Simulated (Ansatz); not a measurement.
Crystal: CoO.

```xyz
2
Lattice="1.6022 0.9250 2.5665 -1.6022 0.9250 2.5665 0.0000 -1.8501 2.5665" Properties=species:S:1:pos:R:3 pbc="T T T"
Co    0.0000    0.0000    7.6915
O     0.0000    0.0000    5.7824
```

Measurements of this composition are mostly on another form, of space group No. 225.

- Program: Ansatz 0.2.0
- Task: relaxation of cell and atoms
- Functional: PBEsol
- Dispersion: D4
- Potentials or basis: all-electron LAPW, scalar-relativistic
- Basis error allowed: 0.001 eV/atom
- k mesh: 7 × 7 × 7
- Occupations: fermi-dirac, width 0.05 eV
- Spin: collinear spin, ferromagnetic start
- Starting moments: [2.0, 0.0] μB

At the start: volume 11.41 Å³/atom.

Q: How do energy, volume and symmetry change on relaxing?

A: Over 9 steps the energy falls by 40.5 meV/atom and the volume is 10.26 Å³/atom (-10.1 %); space group F-43m (No. 216, to 0.05 Å); moment 2.00 μB per cell.

The path:
```csv
step,energy change (eV),largest force (eV/Å),volume (Å³)
1,0.0000,0.2238,22.82
2,-0.0381,0.1697,22.12
3,-0.0762,0.0569,20.96
4,-0.0768,0.0199,20.11
5,-0.0806,0.0372,20.54
6,-0.0810,0.0079,20.51
7,-0.0810,0.0012,20.51
8,-0.0810,0.0001,20.51
9,-0.0810,0.0001,20.51
```

Final structure:
```
Co O
1.0
     1.53642    0.88705    2.50859
    -1.53642    0.88705    2.50859
     0.00000   -1.77411    2.50859
Co O
1 1
Direct
  0.00001 0.00001 0.00001
  0.74999 0.74999 0.74999
```

Caveat: the k mesh is thin for a metal, which can move the energy by tens of meV per atom; a cell with one magnetic atom can't hold antiferromagnetic order, which such compounds often take.
